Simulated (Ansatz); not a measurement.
**SiNi: relaxation of cell and atoms with BLYP+D4**

The system is SiNi.

```
Ni Si
1.0
     5.17310    0.00000    0.00000
     0.00000    3.33810    0.00000
     0.00000    0.00000    5.60490
Ni Si
4 4
Cartesian
  5.1328 2.5036 4.5539
  2.6268 0.8345 1.7514
  2.5463 2.5036 3.8535
  0.0403 0.8345 1.0510
  3.5111 0.8345 5.1425
  4.2486 2.5036 2.3400
  0.9245 0.8345 3.2649
  1.6620 2.5036 0.4624
```

- Program: Ansatz 0.2.0
- Task: relaxation of cell and atoms
- Functional: BLYP
- Dispersion: D4
- Potentials or basis: Ansatz PAW
- Cutoff: 420 eV (not typed: the program's choice for these potentials)
- k mesh: 5 × 8 × 5
- Occupations: fermi-dirac, width 0.05 eV
- Spin: collinear spin, ferromagnetic start
- Starting moments: [1.0, 1.0, 1.0, 1.0, 0.0, 0.0, 0.0, 0.0] μB

```
Relaxed volume                         : 12.04 Å³/atom
Relaxed cell                           : a = 5.106 Å, b = 3.364 Å, c = 5.605 Å, α = 90.00°, β = 90.00°, γ = 90.00°
Space group after relaxing (to 0.05 Å) : Pnma (No. 62)
Energy gained by relaxing              : 2.9 meV/atom
Ionic steps                            : 6
Pressure after relaxing                : 0.0 GPa
Band gap on the k mesh                 : none (metal or under the smearing width)
Net moment                             : 0.00 μB per cell
Absolute moment                        : 0.00 μB per cell
```

The path:
| step | energy change (eV) | largest force (eV/Å) | volume (Å³) |
| --- | --- | --- | --- |
| 1 | 0.0000 | 0.2064 | 96.79 |
| 2 | -0.0162 | 0.1151 | 96.53 |
| 3 | -0.0230 | 0.0190 | 96.15 |
| 4 | -0.0231 | 0.0071 | 96.27 |
| 5 | -0.0232 | 0.0010 | 96.29 |
| 6 | -0.0230 | 0.0010 | 96.29 |

Final structure:
```
Ni Si
1.0
     5.10630    0.00000    0.00000
     0.00000    3.36431    0.00000
     0.00000    0.00000    5.60485
Ni Si
4 4
Direct
  0.99305 0.75000 0.80848
  0.50695 0.25000 0.30848
  0.49305 0.75000 0.69152
  0.00695 0.25000 0.19152
  0.68154 0.25000 0.91625
  0.81846 0.75000 0.41625
  0.18154 0.25000 0.58375
  0.31846 0.75000 0.08375
```

Levels at points of the mesh, in eV from the Fermi level:
Spin up:
| k point | band 42 | band 43 | band 44 | band 45 | band 46 | band 47 |
| --- | --- | --- | --- | --- | --- | --- |
| (0.00, 0.00, 0.00) | -1.21 | -1.17 | -0.96 | 0.69 | 1.30 | 3.39 |
| (0.00, -0.50, 0.00) | -1.97 | -1.45 | -1.45 | -0.62 | -0.62 | 1.97 |
Spin down:
| k point | band 40 | band 41 | band 42 | band 43 | band 44 | band 45 | band 46 | band 47 | band 48 | band 49 |
| --- | --- | --- | --- | --- | --- | --- | --- | --- | --- | --- |
| (0.00, 0.00, 0.00) | -2.01 | -1.96 | -1.21 | -1.17 | -0.96 | 0.69 | 1.30 | 3.39 | 3.70 | 4.18 |
| (0.00, -0.50, 0.00) | -2.20 | -1.97 | -1.97 | -1.45 | -1.45 | -0.62 | -0.62 | 1.97 | 1.97 | 2.56 |

Run time: 18 s on 4 threads of AMD EPYC 9R45 96-Core Processor (Zen 5), on a shared host, peak memory 0.78 GiB.

The cell as given is a measured one (12.10 Å³/atom); BLYP+D4 puts the equilibrium volume -0.5 % from it, thermal expansion not counted.

Caveat: the plane-wave basis is chosen anew once the cell has moved, so the energies of steps on either side of that aren't comparable; pairwise dispersion overbinds metals, which lowers pressure and volume; the PAW data sets come from PBE, with cores solved anew for the run's functional, which leaves a small shift of forces and pressure; the starting moments weren't kept.
